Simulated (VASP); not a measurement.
Write the native input for VASP 6.6.1 that does the following.

| Item | Value |
| --- | --- |
| Task | work function |
| Functional | PBE |
| Potentials or basis | VASP PAW PBE potentials, release 64 (Zn) |
| Cutoff | 520 eV |
| k mesh | 9 × 9 × 1 |
| Occupations | fermi-dirac, width 0.05 eV |
| Spin | no spin polarisation |
| Dipole correction | yes |
| Further INCAR settings | ALGO = Fast; EDIFF = 1e-06 |

The structure of Zn lies in POSCAR:

```
Zn
1.0
    2.6169740200      0.0000000000      0.0000000000
   -1.3084870100      2.2681701736      0.0000000000
    0.0000000000      0.0000000000     27.1587934876
Zn
6
Direct
    0.3393536486      0.6787072973      0.2761536518
    0.0115275509      0.0230551018      0.3651252919
    0.3508811995      0.7017623991      0.4550417640
    0.6902348482      0.3804696963      0.5449582360
    0.3624087504      0.7248175009      0.6339298761
    0.7017623991      0.4035247981      0.7238463482
```

The slab is cut from a database's or a generator's crystal, which needn't be the stable form of the element.

The input as run:

INCAR

```
  PREC = Accurate
  ENCUT = 520
  EDIFF = 1E-6
  ISMEAR = -1
  SIGMA = 0.05
  LREAL = False
  LASPH = True
  NELM = 60
  ALGO = Fast
  ISIF = 2
  LWAVE = False
  LCHARG = True
  LDIPOL = True
  IDIPOL = 3
  DIPOL = 0.5 0.5 0.500
  GGA = PE
  LELF = True
  LVHAR = True
  LVACPOTAV = True
```

KPOINTS

```
Automatic mesh
0
Gamma
  9 9 1
```

Potentials or basis: VASP PAW PBE potentials, release 64 (Zn).

Command:

```bash
$ cat potpaw_PBE.64/Zn/POTCAR > POTCAR
$ mpirun -np 1 vasp_std > vasp.out
```

Results of the run:

The largest force is 0.294 eV/Å and the band gap on the k mesh is none (metal or under the smearing width). The work function of the upper face is 4.04 eV and the work function of the lower face is 4.05 eV.

Run time: 3.1 min on 1 thread of Intel(R) Xeon(R) Platinum 8488C (Sapphire Rapids), on a shared host, peak memory 0.34 GiB.
